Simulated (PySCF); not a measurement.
## Two-dimensional NMR puzzle

Compound of formula C$_{4}$H$_{9}$NO. Correlations simulated from computed shifts and couplings:

HSQC (one-bond C–H):
```tsv
δH	δC	¹J(C,H) (Hz)
3.31	70.7	144
2.60	48.5	140
```

COSY cross peaks (|J| ≥ 2 Hz):
```tsv
δH	δH	abs. J (Hz)	bonds
3.31	2.60	6.9	3
```

HMBC (two and three bonds, |J| ≥ 2.5 Hz):
```tsv
δH	δC [abs. J in Hz]
3.31	70.7 [5.2]
2.60	48.5 [4.7]
```

Calculated, not measured (PySCF 2.14.0 with density-fitted response routines): coordinates at the PBE0-D3(BJ)/def2-SVP level, spin–spin couplings from B3LYP/pcJ-1 (spin–dipole term only in couplings to heteroatoms), PBE0/pcSseg-1 with gauge-including orbitals. A single conformation, equivalent nuclei averaged, non-relativistic Hamiltonian, in vacuum.

Scale: ¹H (31.27 ppm), ¹³C (184.41 ppm) vs TMS (reference shieldings calculated alike).

Exchangeable hydrogens are left out of these lists, and C,H couplings along chains are those of one rotamer, so weak HMBC peaks may be missing or extra.

Question: Which molecule is this?

Answer: SMILES C1COCCN1.

Numbering as in the mapped SMILES `[CH2:1]1[CH2:2][O:3][CH2:4][CH2:5][NH:6]1` (H(Xn): hydrogen on atom n).

- δC 70.7 is C2/C4, an sp3 CH2 bonded to O (δH 3.31).
- δC 48.5 is C1/C5, an sp3 CH2 bonded to N (δH 2.60).
- COSY links 3.31–2.60.

This is the structure that produced the data.

The OH or NH signal is concentration- and solvent-dependent in practice; the value given is the gas-phase one. Unscaled 3J(H,H) at this level run about 10 % above measured values. Shifts are as computed. Against solution values, carbons near 30 ppm lie about +2 ppm off and those near 130 ppm about +5 ppm. Of 1211 compounds with measured shifts, 218 miss one by over three times the rms of a fit or turn the order of signals round; such compounds aren't used in these exercises.
